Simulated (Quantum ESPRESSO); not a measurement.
Pd in Quantum ESPRESSO: the effect of target pressure

The system is Pd.

```
Pd
1.0
     0.00000    1.94650    1.94650
     1.94650    0.00000    1.94650
     1.94650    1.94650    0.00000
Pd
1
Direct
  0.00000 0.00000 0.00000
```

Alike in all runs:

| Quantity | Value |
| --- | --- |
| Program | Quantum ESPRESSO 7.5 |
| Task | relaxation of cell and atoms |
| Functional | PBE |
| Potentials or basis | SSSP 1.3 efficiency PBE |
| Cutoff | 939 eV |
| Density cutoff | 3755 eV |
| k mesh | 12 × 12 × 12 |
| Occupations | fermi-dirac, width 0.05 eV |
| Spin | no spin polarisation |

Each run relaxes the cell or the atoms first.

```tsv
target pressure	relaxed volume (Å³/atom)
0 GPa	15.30
2 GPa	?
5 GPa	14.89
10 GPa	14.54
20 GPa	13.96
30 GPa	13.49
```

Question: What does the run with target pressure 2 GPa give?

Answer: Relaxed volume 15.13 Å³/atom.

Worked out: In Murnaghan's law V^(-B') rises as a straight line in P. The other rows fit best with B' = 4.8, V0 = 15.30 Å³/atom and B0 = 174 GPa, which gives 15.13 Å³/atom at 2 GPa, against the run's 15.13.
